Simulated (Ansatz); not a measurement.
# A vibration from a frozen displacement in Al

Method: DFT PBE+D3(BJ), scalar-relativistic, plane waves, PAW (Ansatz 0.2.0). Settings: plane waves to 420 eV, k-mesh 14×14×14 (Γ-centred), Gaussian smearing 0.15 eV. No spin polarisation. Energies are free energies at this smearing, counted from the undisturbed cell; pressure is positive in compression.

Reference structure (relaxed at this level):

```
CELL_PARAMETERS angstrom
-3.98273 3.98273 0.00000
-3.98273 0.00000 3.98273
0.00000 3.98273 3.98273
ATOMIC_POSITIONS crystal
Al 0.00000 0.00000 0.00000
Al 0.50000 0.00000 0.00000
Al 0.00000 0.50000 0.00000
Al 0.00000 0.00000 0.50000
Al 0.50000 0.50000 0.00000
Al 0.50000 0.00000 0.50000
Al 0.00000 0.50000 0.50000
Al 0.50000 0.50000 0.50000
```

Atom 1 (Al) is moved by x along the Cartesian unit vector (0.000, 1.000, 0.000); the cell and all other atoms stay fixed. The cell's volume is 126.35 Å³; the moved atoms weigh 26.982 u together and the others 188.871 u. Some rows repeat others by symmetry and weren't run.

```csv
x (Å),ΔE (meV/cell),total force on the moved atoms along the move (eV/Å),pressure (GPa)
-0.2000,107.49,1.0871,0.4331
-0.1667,74.41,0.9000,0.2984
-0.1333,47.44,0.7156,0.1878
-0.1000,26.64,0.5344,0.1020
-0.0667,11.83,0.3553,0.0407
-0.0333,2.95,0.1770,0.0038
0.0000,0.00,0.0000,-0.0084
0.0333,2.95,-0.1770,0.0038
0.0667,11.83,-0.3553,0.0407
0.1000,26.64,-0.5344,0.1020
0.1333,47.44,-0.7156,0.1878
0.1667,74.41,-0.9000,0.2984
0.2000,107.49,-1.0871,0.4331
```

Q: What frequency belongs to this motion?

A: The force constant is k = −dF/dx = 5.315 eV/Å², from the parabola through x = -0.0333, 0 and 0.0333. In every cell the moved atoms swing against the rest, so the mass is μ = m₁m₂/(m₁ + m₂) = 23.609 u, and ν̃ = 521.5 cm⁻¹ × √(|k|/μ) = 247 cm⁻¹. The pattern needn't be a normal mode: ν̃² is then a weighted mean of the squared nonzero frequencies at the zone centre of this cell, so it lies between the lowest and the highest of them.

Q: How far does the harmonic law reach?

A: At x = -0.200 Å, kx²/2 = 106.31 meV against the computed 107.49 meV (+1.1 %): the well is still close to harmonic there.

Q: The pressure changes with x². What does that say about the frequency under compression?

A: With E = k(V)x²/2, k ∝ V^(−2γ) and x scaling with the cell as V^(1/3), P − P0 = −∂E/∂V = (2γ − 2/3) ΔE/V. At x = 0.0667 Å, V(P − P0) = 126.35 × 0.04913 / 160.2 eV = 38.75 meV and ΔE = 11.83 meV, so γ = 1/3 + V(P − P0)/(2ΔE) = 1.97. This is the Grüneisen parameter of the motion under uniform scaling of the cell: shrinking the cell evenly by 1 % in volume raises the frequency by about 1.97 %.

In a metal these slopes depend on the k mesh and the smearing.